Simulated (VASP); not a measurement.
# GW on AlAs

How does the gap of AlAs change from the starting functional to GW? The cell is of the zinc-blende type, one of the forms listed for this formula. The start is a cell from a database of measured crystal structures.

Method: PBE, spin-orbit coupling; plane waves and PAW (Al_GW, As_GW), in the first sound run; inputs show where later runs differ, in VASP 6.6.1.

## Step 1: Set-up

It takes space group F-43m (No. 216, cubic). The conventional cell has a = 5.661 Å, b = 5.661 Å, c = 5.661 Å, α = 90.00°, β = 90.00°, γ = 90.00°. Al has 4 As at 2.45 Å nearest. As has 4 Al at 2.45 Å nearest. Farther neighbours are not listed.

As a file:

```xyz
2
Lattice="0.0000 2.8304 2.8304 2.8304 0.0000 2.8304 2.8304 2.8304 0.0000" Properties=species:S:1:pos:R:3 pbc="T T T"
Al    0.0000    0.0000    0.0000
As    1.4152    1.4152    1.4152
```

## Step 2: Ground state

The orbitals come from a self-consistent PBE run with a tight EDIFF and a narrow smearing. KPOINTS_OPT adds the bands along a path, which shows whether the mesh holds the band edges.

The input, INCAR:

```
SYSTEM = AlAs
PREC = Accurate
ENCUT = 300
EDIFF = 1E-08
NELM = 100
ISMEAR = 0
SIGMA = 0.01
LREAL = .FALSE.
ALGO = Normal
GGA = PE
LNONCOLLINEAR = .TRUE.
MAGMOM = 0 0 0 0 0 0
NBANDS = 20
GGA_COMPAT = .FALSE.
LASPH = .TRUE.
LSORBIT = .TRUE.
LORBIT = 11
LWAVE = .TRUE.
LCHARG = .FALSE.
KPAR = 8
```

The input, POSCAR:

```
AlAs
1.0
    0.0000000000      2.8304000000      2.8304000000
    2.8304000000      0.0000000000      2.8304000000
    2.8304000000      2.8304000000      0.0000000000
Al As
1 1
Direct
    0.0000000000      0.0000000000      0.0000000000
    0.2500000000      0.2500000000      0.2500000000
```

The input, KPOINTS:

```
Automatic mesh
0
Gamma
4 4 4
0 0 0
```

The input, KPOINTS_OPT:

```
Line mode
12
Line-mode
Reciprocal
  0.00000000   0.00000000   0.00000000 GAMMA
  0.50000000   0.00000000   0.50000000 X

  0.50000000   0.00000000   0.50000000 X
  0.50000000   0.25000000   0.75000000 W

  0.50000000   0.25000000   0.75000000 W
  0.37500000   0.37500000   0.75000000 K

  0.37500000   0.37500000   0.75000000 K
  0.00000000   0.00000000   0.00000000 GAMMA

  0.00000000   0.00000000   0.00000000 GAMMA
  0.50000000   0.50000000   0.50000000 L

  0.50000000   0.50000000   0.50000000 L
  0.62500000   0.25000000   0.62500000 U

  0.62500000   0.25000000   0.62500000 U
  0.50000000   0.25000000   0.75000000 W

  0.50000000   0.25000000   0.75000000 W
  0.50000000   0.50000000   0.50000000 L

  0.50000000   0.50000000   0.50000000 L
  0.37500000   0.37500000   0.75000000 K

  0.62500000   0.25000000   0.62500000 U
  0.50000000   0.00000000   0.50000000 X
```

The projector-augmented-wave data sets are Al_GW and As_GW (PBE family, release 64).

Started as:

```console
$ mpirun -np 8 vasp_ncl
```

What it wrote:

```text
[banner, memory and clock lines left out]
running    8 mpi-ranks, on    1 nodes
 distrk:  each k-point on    1 cores,    8 groups
 distr:  one band on    1 cores,    1 groups

 POSCAR found type information on POSCAR AlAs
 POSCAR found :  2 types and       2 ions
|                                                                             |
|           W    W    AA    RRRRR   N    N  II  N    N   GGGG   !!!           |
|           W    W   A  A   R    R  NN   N  II  NN   N  G    G  !!!           |
|           W    W  A    A  R    R  N N  N  II  N N  N  G       !!!           |
|           W WW W  AAAAAA  RRRRR   N  N N  II  N  N N  G  GGG   !            |
|           WW  WW  A    A  R   R   N   NN  II  N   NN  G    G                |
|           W    W  A    A  R    R  N    N  II  N    N   GGGG   !!!           |
|                                                                             |
|     For optimal performance we recommend to set                             |
|       NCORE = 2 up to number-of-cores-per-socket                            |
|     NCORE specifies how many cores store one orbital (NPAR=cpu/NCORE).      |
|     This setting can greatly improve the performance of VASP for DFT.       |
|     The default, NCORE=1 might be grossly inefficient on modern             |
|     multi-core architectures or massively parallel machines. Do your        |
|     Unfortunately you need to use the default for GW and RPA                |
|     calculations (for HF NCORE is supported but not extensively tested      |
|     yet).                                                                   |
|                                                                             |

 LDA part: xc-table for (Slater+PW92), standard interpolation
 POSCAR, INCAR and KPOINTS ok, starting setup
 FFT: planning ... GRIDC
 FFT: planning ... GRID_SOFT
 FFT: planning ... GRID
 WAVECAR not read
 entering main loop
       N       E                     dE             d eps       ncg     rms          rms(c)
DAV:   1     0.127928242042E+02    0.12793E+02   -0.22006E+03   400   0.453E+02
DAV:   2    -0.812024502743E+01   -0.20913E+02   -0.19062E+02   564   0.923E+01
DAV:   3    -0.948124282742E+01   -0.13610E+01   -0.13489E+01   516   0.220E+01
DAV:   4    -0.952777696939E+01   -0.46534E-01   -0.46523E-01   524   0.418E+00
DAV:   5    -0.952798072560E+01   -0.20376E-03   -0.20375E-03   520   0.271E-01    0.283E+00
DAV:   6    -0.931482157147E+01    0.21316E+00   -0.16411E-01   464   0.243E+00    0.154E+00
DAV:   7    -0.927761147969E+01    0.37210E-01   -0.12901E-01   484   0.199E+00    0.482E-01
DAV:   8    -0.927904776452E+01   -0.14363E-02   -0.11323E-02   428   0.680E-01    0.984E-02
DAV:   9    -0.927918454364E+01   -0.13678E-03   -0.42662E-04   520   0.150E-01    0.749E-02
DAV:  10    -0.927928692222E+01   -0.10238E-03   -0.98858E-05   456   0.554E-02    0.222E-02
DAV:  11    -0.927933078128E+01   -0.43859E-04   -0.97702E-05   440   0.635E-02    0.695E-03
DAV:  12    -0.927933062622E+01    0.15507E-06   -0.58847E-06   492   0.142E-02    0.296E-03
DAV:  13    -0.927933042451E+01    0.20171E-06   -0.15084E-06   484   0.727E-03    0.567E-04
DAV:  14    -0.927933038888E+01    0.35632E-07   -0.15293E-07   472   0.238E-03    0.142E-04
DAV:  15    -0.927933039076E+01   -0.18824E-08   -0.67308E-09   432   0.561E-04
   1 F= -.92793304E+01 E0= -.92793304E+01  d E =-.434736E-39  mag=     0.0000    -0.0000    -0.0000
 Start KPOINTS_OPT (optional k-point list driver)
k-point batch [1-10\120]
       N       E                     dE             ncg
DAV:   1     0.198951399412E+03   -0.45054E+03      400
DAV:   2    -0.229239752959E+02   -0.22188E+03      548
DAV:   3    -0.376751871033E+02   -0.14751E+02      516
DAV:   4    -0.381191674369E+02   -0.44398E+00      552
DAV:   5    -0.381204325290E+02   -0.12651E-02      484
DAV:   6    -0.381204566187E+02   -0.24090E-04      584
DAV:   7    -0.381204567321E+02   -0.11338E-06      488
DAV:   8    -0.381204567344E+02   -0.23161E-08      480
[...]
k-point batch [111-120\120]
       N       E                     dE             ncg
DAV:   1     0.780674961113E+02   -0.20130E+04      400
DAV:   2    -0.111714499072E+03   -0.18978E+03      560
DAV:   3    -0.122222351737E+03   -0.10508E+02      588
DAV:   4    -0.122601099442E+03   -0.37875E+00      544
DAV:   5    -0.122602075403E+03   -0.97596E-03      584
DAV:   6    -0.122602089619E+03   -0.14215E-04      588
DAV:   7    -0.122602089686E+03   -0.67220E-07      564
DAV:   8    -0.122602089687E+03   -0.13081E-08      408
 writing wavefunctions
```

It took 11 s on 8 MPI ranks of AMD EPYC 9R45, shared host; peak memory 1.4 GiB; 83 s of CPU time.

Lines that name or quote the potential files are left out of all logs, and their timing lines are given in words.

OUTCAR, selected parts (step 2):

```text
ion  position               nearest neighbor table
   1  0.000  0.000  0.000-   2 2.45   2 2.45   2 2.45   2 2.45
   2  0.250  0.250  0.250-   1 2.45   1 2.45   1 2.45   1 2.45

  LATTYP: Found a face centered cubic cell.
 ALAT       =     5.6608000000

 Subroutine GETGRP returns: Found 24 space group operations
 (whereof 24 operations were pure point group operations)

The static configuration has the point symmetry T_d .

 Found     10 irreducible k-points:

   k-points           NKPTS =     10   k-points in BZ     NKDIM =     10   number of bands    NBANDS=     20

   dimension x,y,z NGX =    24 NGY =   24 NGZ =   24
   dimension x,y,z NGXF=    48 NGYF=   48 NGZF=   48

   ENCUT  =  300.0 eV  22.05 Ry    4.70 a.u.   5.65  5.65  5.65*2*pi/ulx,y,z

   NELECT =       8.0000    total number of electrons

 k-points in reciprocal lattice and weights: Automatic mesh
   0.00000000  0.00000000  0.00000000       0.016
   0.25000000  0.00000000  0.00000000       0.062
  -0.25000000  0.00000000  0.00000000       0.062
   0.50000000  0.00000000  0.00000000       0.062
   0.25000000  0.25000000  0.00000000       0.094
   0.50000000  0.25000000  0.00000000       0.188
   0.50000000 -0.25000000  0.00000000       0.188
  -0.25000000  0.25000000  0.00000000       0.188
   0.50000000  0.50000000  0.00000000       0.047
  -0.25000000  0.50000000  0.25000000       0.094

 average (electrostatic) potential at core
       1 -53.9802       2 -49.9460

 E-fermi :   3.6521

 k-point     1 :       0.0000    0.0000    0.0000
  band No.  band energies     occupation
    ...
      4       3.2691      1.00000
      5       3.5615      1.00000
      6       3.5615      1.00000
      7       3.5615      1.00000
      8       3.5615      1.00000
      9       5.5072      0.00000
     10       5.5072      0.00000
     11       7.7026      0.00000
     12       7.7026      0.00000
     13       7.7350      0.00000
    ...

 k-point     2 :       0.2500    0.0000    0.0000
  band No.  band energies     occupation
    ...
      4       0.0652      1.00000
      5       2.8943      1.00000
      6       2.8943      1.00000
      7       3.0697      1.00000
      8       3.0699      1.00000
      9       6.0601      0.00000
     10       6.0601      0.00000
     11       8.3343      0.00000
     12       8.3343      0.00000
     13       8.3623      0.00000
    ...

 k-point     3 :      -0.2500    0.0000    0.0000
  band No.  band energies     occupation
    ...
      4       0.0652      1.00000
      5       2.8943      1.00000
      6       2.8943      1.00000
      7       3.0697      1.00000
      8       3.0699      1.00000
      9       6.0601      0.00000
     10       6.0601      0.00000
     11       8.3343      0.00000
     12       8.3343      0.00000
     13       8.3623      0.00000
    ...

  Total        0.8457437      0.8457437      0.8457437      0.0000000     -0.0000000      0.0000000
  in kB       29.8796761     29.8796761     29.8796761      0.0000000     -0.0000000      0.0000000
  external PRESSURE =      29.8796761 kB  Pullay stress =       0.0000000 kB

  energy-cutoff  :      300.00
  volume of cell :       45.35
      direct lattice vectors                 reciprocal lattice vectors
     0.000000000  2.830400000  2.830400000    -0.176653477  0.176653477  0.176653477
     2.830400000  0.000000000  2.830400000     0.176653477 -0.176653477  0.176653477
     2.830400000  2.830400000  0.000000000     0.176653477  0.176653477 -0.176653477

 POSITION                                       TOTAL-FORCE (eV/Angst)
 -----------------------------------------------------------------------------------
      0.00000      0.00000      0.00000        -0.000000      0.000000      0.000000
      1.41520      1.41520      1.41520         0.000000     -0.000000     -0.000000
 -----------------------------------------------------------------------------------
    total drift:                               -0.000000     -0.000000     -0.000000

  FREE ENERGIE OF THE ION-ELECTRON SYSTEM (eV)
  ---------------------------------------------------
  free  energy   TOTEN  =        -9.2793303908 eV

  energy  without entropy=       -9.2793303908  energy(sigma->0) =       -9.27933039

 Spin-Orbit-Coupling matrix elements
 Ion:    1  E_soc:     -0.0001797
 Ion:    2  E_soc:     -0.0260348

 total charge
# of ion       s       p       d       tot
------------------------------------------
    1        0.471   0.468   0.072   1.011
    2        1.163   1.675   0.024   2.862
--------------------------------------------------
tot          1.634   2.143   0.096   3.873

 magnetization (x)
# of ion       s       p       d       tot
------------------------------------------
    1       -0.000  -0.000   0.000  -0.000
    2       -0.000  -0.000  -0.000  -0.000
--------------------------------------------------
tot         -0.000  -0.000  -0.000  -0.000

 magnetization (y)
# of ion       s       p       d       tot
------------------------------------------
    1       -0.000   0.000   0.000  -0.000
    2       -0.000  -0.000   0.000  -0.000
--------------------------------------------------
tot         -0.000  -0.000   0.000  -0.000

 magnetization (z)
# of ion       s       p       d       tot
------------------------------------------
    1        0.000  -0.000   0.000   0.000
    2       -0.000  -0.000   0.000  -0.000
--------------------------------------------------
tot          0.000  -0.000   0.000  -0.000

[... 3 further parts left out ...]
```

LASPH is switched on together with spin-orbit coupling, so the change from the scalar run holds both.

This step gave:

- free energy (TOTEN): -9.279 eV
- Fermi energy: 3.652 eV
- pressure: 2.988 GPa
- least gap on mesh and path: 1.313 eV
- least direct gap on mesh and path: 1.946 eV

The spin moment in the PAW sphere vanishes on all atoms.

On-site spin-orbit energy by atom:

```tsv
atom	on-site spin-orbit energy (eV)
Al1	-0.0002
As2	-0.0260
```

The highest empty bands on the path are converged less tightly, to about 0.1 eV. The electronic bands at the labelled points (eV, zero at the valence-band top; v1 is the highest filled band, c1 the lowest empty one):

```tsv
point	v4	v3	v2	v1	c1	c2	c3	c4
Γ	0.00	0.00	0.00	0.00	1.95	1.95	4.14	4.14
0.55 of the way	-1.65	-1.65	-1.52	-1.52	2.28	2.28	3.45	3.45
X	-2.34	-2.34	-2.22	-2.22	1.31	1.31	2.18	2.18
0.45 of the way	-2.79	-2.71	-2.59	-2.58	2.21	2.21	3.09	3.13
W	-3.35	-3.23	-2.93	-2.93	4.21	4.22	5.48	5.57
0.55 of the way	-3.50	-3.41	-2.37	-2.33	2.87	2.90	4.92	4.98
K	-3.57	-3.48	-1.91	-1.91	2.11	2.12	4.83	4.89
0.45 of the way	-2.40	-2.33	-0.67	-0.66	3.55	3.57	5.02	5.07
Γ	0.00	0.00	0.00	0.00	1.95	1.95	4.14	4.14
0.45 of the way	-0.61	-0.61	-0.43	-0.43	2.57	2.57	4.75	4.75
L	-1.01	-1.01	-0.84	-0.84	2.02	2.02	4.55	4.55
0.45 of the way	-2.43	-2.38	-1.29	-1.29	2.90	2.90	4.68	4.69
U	-3.57	-3.48	-1.91	-1.91	2.11	2.12	4.83	4.89
0.55 of the way	-3.47	-3.38	-2.51	-2.47	3.15	3.18	4.96	5.03
W	-3.35	-3.23	-2.93	-2.93	4.21	4.22	5.48	5.57
0.55 of the way	-2.65	-2.59	-1.55	-1.51	3.42	3.47	4.10	4.10
L	-1.01	-1.01	-0.84	-0.84	2.02	2.02	4.55	4.55
0.45 of the way	-2.43	-2.38	-1.29	-1.29	2.90	2.90	4.68	4.69
K	-3.57	-3.48	-1.91	-1.91	2.11	2.12	4.83	4.89
jump to U	-3.57	-3.48	-1.91	-1.91	2.11	2.12	4.83	4.89
0.55 of the way	-2.78	-2.73	-2.20	-2.19	1.63	1.64	2.76	2.80
X	-2.34	-2.34	-2.22	-2.22	1.31	1.31	2.18	2.18
```

Of the projections kept (Al, As), the largest for each band there; the rest of the weight can lie on other orbitals:

```tsv
point	v4	v3	v2	v1	c1	c2	c3	c4
Γ	As 0.83	As 0.83	As 0.83	As 0.83	As 0.61	As 0.61	Al 0.77	Al 0.77
X	As 0.73	As 0.73	As 0.71	As 0.71	Al 0.55	Al 0.55	Al 0.65	Al 0.65
W	As 0.75	As 0.74	As 0.67	As 0.67	As 0.76	As 0.77	As 0.56	Al 0.64
K	As 0.71	As 0.70	As 0.73	As 0.73	Al 0.58	Al 0.59	As 0.56	As 0.55
Γ	As 0.83	As 0.83	As 0.83	As 0.83	As 0.61	As 0.61	Al 0.77	Al 0.77
L	As 0.78	As 0.78	As 0.77	As 0.77	Al 0.58	Al 0.58	Al 0.65	Al 0.65
```

The cell has a gap of 1.31 eV on mesh and path and a pressure of +3.0 GPa, which holds the misfit of the given cell and coordinates with this functional, and any error of cutoff, mesh and data sets.

## Step 3: Empty bands, SOC yes, program vasp ncl

ALGO = Exact makes the empty bands from the converged ground state in one step. LOPTICS writes the k-derivatives of the orbitals (WAVEDER), which give the long-wavelength limit of the screening.

The input, INCAR:

```
SYSTEM = AlAs
PREC = Accurate
ENCUT = 300
ISMEAR = 0
SIGMA = 0.01
LREAL = .FALSE.
GGA = PE
LNONCOLLINEAR = .TRUE.
MAGMOM = 0 0 0 0 0 0
NBANDS = 272
GGA_COMPAT = .FALSE.
LASPH = .TRUE.
LSORBIT = .TRUE.
ALGO = Exact
NELM = 1
LWAVE = .TRUE.
LCHARG = .FALSE.
LOPTICS = .TRUE.
NEDOS = 1000
CSHIFT = 0.1
```

POSCAR is that of step 2.

KPOINTS is that of step 2.

Started as:

```console
$ mpirun -np 8 vasp_ncl
```

What it wrote:

```text
[banner, memory and clock lines left out]
running    8 mpi-ranks, on    1 nodes
 distrk:  each k-point on    8 cores,    1 groups
 distr:  one band on    1 cores,    8 groups

 POSCAR found type information on POSCAR AlAs
 POSCAR found :  2 types and       2 ions
 [... a notice as in an earlier step ...]

 LDA part: xc-table for (Slater+PW92), standard interpolation
 found WAVECAR, reading the header
  number of bands has changed, file:    20 present:   272
  trying to continue reading WAVECAR, but it might fail
 POSCAR, INCAR and KPOINTS ok, starting setup
 FFT: planning ... GRIDC
 FFT: planning ... GRID_SOFT
 FFT: planning ... GRID
 reading WAVECAR
 random initialization beyond band           20
 the WAVECAR file was read successfully
 initial charge from wavefunction
 entering main loop
       N       E                     dE             d eps       ncg     rms          rms(c)
DIA:   1    -0.927933040019E+01   -0.92793E+01    0.00000E+00     0   0.000E+00
   1 F= -.92793304E+01 E0= -.92793304E+01  d E =-.322577E-19  mag=    -0.0000    -0.0000    -0.0000
 writing wavefunctions
 optical routines
 imaginary and real dielectric function
 recalculating local potential from charge density
 direction            1
 direction            2
 direction            3
```

Elapsed: 5.2 s, on 8 MPI ranks; peak memory 1.1 GiB; 37 s of CPU time.

From OUTCAR (step 3):

```text
The static configuration has the point symmetry T_d .

 Found     10 irreducible k-points:

   k-points           NKPTS =     10   k-points in BZ     NKDIM =     10   number of bands    NBANDS=    272

   NELECT =       8.0000    total number of electrons

 E-fermi :   3.6217

 k-point     2 :       0.2500    0.0000    0.0000
  band No.  band energies     occupation
    ...
      4       0.0652      1.00000
      5       2.8943      1.00000
      6       2.8943      1.00000
      7       3.0697      1.00000
      8       3.0700      1.00000
      9       6.0601      0.00000
     10       6.0601      0.00000
     11       8.3343      0.00000
     12       8.3343      0.00000
     13       8.3623      0.00000
    ...

 k-point     3 :      -0.2500    0.0000    0.0000
  band No.  band energies     occupation
    ...
      4       0.0652      1.00000
      5       2.8943      1.00000
      6       2.8943      1.00000
      7       3.0697      1.00000
      8       3.0700      1.00000
      9       6.0601      0.00000
     10       6.0601      0.00000
     11       8.3343      0.00000
     12       8.3343      0.00000
     13       8.3623      0.00000
    ...

  Total        0.8457167      0.8457167      0.8457167      0.0000000     -0.0000000     -0.0000000
  in kB       29.8787240     29.8787240     29.8787240      0.0000000     -0.0000000     -0.0000000
  external PRESSURE =      29.8787240 kB  Pullay stress =       0.0000000 kB

 POSITION                                       TOTAL-FORCE (eV/Angst)
 -----------------------------------------------------------------------------------
      0.00000      0.00000      0.00000        -0.000000     -0.000000     -0.000000
      1.41520      1.41520      1.41520         0.000000      0.000000      0.000000
 -----------------------------------------------------------------------------------
    total drift:                               -0.000000     -0.000000     -0.000000

  FREE ENERGIE OF THE ION-ELECTRON SYSTEM (eV)
  ---------------------------------------------------
  free  energy   TOTEN  =        -9.2793304002 eV

  energy  without entropy=       -9.2793304002  energy(sigma->0) =       -9.27933040

 plasma frequency squared (from intraband transitions) (eV^2)
  --------------------------------------------------------------------------------------
       0.000       0.000      -0.000
       0.000       0.000       0.000
      -0.000       0.000       0.000

[... 12 parts as in an earlier step ...]

[... 1 further part left out ...]
```

The gap is read on the k-mesh alone, so it is an upper bound where the band edges lie off the mesh.

A gap read on the k-mesh alone can miss the band edges.

Numbers from this step:

```
gap on the k-mesh              : 1.313 eV
least direct gap on the k-mesh : 1.946 eV
```

WAVECAR now holds 272 bands for 8 electrons. Its independent-particle dielectric tensor has xx, yy, zz = 16.3, 16.3, 16.3 on this mesh, which isn't tested for convergence in mesh or bands and lacks local fields.

(Continued in part 2 of 3.)

[Lines on the potential files, build, host, timing and source positions are cut from VASP's logs without a mark.]

[Logs are printed without paths, hosts, clocks, repeated set-up lines and the standing remarks that a program may print on its own settings, such as how far it seeks lower states.]

[Hosts, paths, dates, database ids (printed as entryN), source tags and the programs' standing remarks are cut or masked in the printed files.]

[Pressures printed for these runs are not shown converged in the cutoff: they can be off by several GPa and have the wrong sign.]

[In band tables of VASP the shares of atoms and orbitals are scaled to a sum of 1 inside the atoms' spheres.]
